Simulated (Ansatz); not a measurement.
Working through cell relaxations under several functionals of Si, space group P6/mmm

Program: Ansatz 0.2.0, Python API.

Typed at the interpreter:
```pycon
>>> import warnings
>>> import ansatz as az
>>> import numpy as np
>>> def edges_and_angles(cell):
...     cell = np.asarray(cell)
...     a, b, c = np.linalg.norm(cell, axis=1)
...     cosines = cell[1] @ cell[2] / (b * c), cell[0] @ cell[2] / (a * c), cell[0] @ cell[1] / (a * b)
...     return (a, b, c, *np.degrees(np.arccos(cosines)))
...
>>> warnings.simplefilter("ignore", az.DeckWarning)
>>> vectors = np.array([
...     [2.527, 0.0, 0.0],
...     [-1.2635, 2.1884462, 0.0],
...     [0.0, 0.0, 2.373],
... ])
>>> structure = az.Lattice.of(vectors).atom("Si", [0.0, 0.0, 0.0])
>>> structure.resolved().sites[-1]
Site(symbol='Si', position=(0.0, 0.0, 0.0), moment=None, axis=None, held=None, saved=None)
>>> setup = (
...     structure.calculation()
...     .kpoints(14, 14, 13)
...     .occupations("fermi_dirac", width=0.15)
...     .basis(41 * az.Ry)
...     .relax(cell=True, force_tolerance=0.02, max_steps=40)
... )
>>> levels = [("rpbe", "none"), ("r2scan", "d4"), ("pbesol", "none"), ("pbe", "d4")]
>>> print("level            a       b       c    alpha   beta  gamma  V/atom  steps")
level            a       b       c    alpha   beta  gamma  V/atom  steps
>>> for name, dispersion in levels:
...     seen = []
...     run = setup.functional(name, dispersion=dispersion).session().plan()
...     outcome = run.execute(on_event=lambda e: seen.append(e) if e["event"] == "relax_step" else None)
...     cell = outcome.lattice.cell_ang
...     label = name if dispersion == "none" else f"{name}+{dispersion}"
...     print("{:13s} {:7.4f} {:7.4f} {:7.4f} {:6.2f} {:6.2f} {:6.2f}".format(label, *edges_and_angles(cell)), f"{abs(np.linalg.det(cell)) / len(outcome.lattice.sites):7.3f} {len(seen):5d}")
...
rpbe           2.6718  2.6718  2.4797  90.00  90.00 120.00  15.329     6
r2scan+d4      2.6365  2.6365  2.4533  90.00  90.00 120.00  14.769     7
pbesol         2.6365  2.6365  2.4560  90.00  90.00 120.00  14.785     7
pbe+d4         2.6211  2.6211  2.4460  90.00  90.00 120.00  14.553     7
```

From smallest to largest: PBE+D4 (14.55 Å³ an atom, +10.9 % against the start), r2SCAN+D4 (14.77 Å³ an atom, +12.5 % against the start), PBEsol (14.78 Å³ an atom, +12.7 % against the start) and RPBE (15.33 Å³ an atom, +16.8 % against the start). The spread is 5.3 % in volume.

What to keep in mind:
- Dispersion corrections can be off by several per cent in the lattices of metals, and by several GPa in the pressure at a fixed cell.
- For a metal this k-point mesh is coarse: on a finer one energies can move by several to tens of meV an atom and pressures by half a GPa or more, differences at one mesh by less.
- This isn't the structure that Si takes at ambient conditions.
- Run time: 33 s on 1 thread of Arm Neoverse V2 (shared host), peak memory 0.44 GiB.
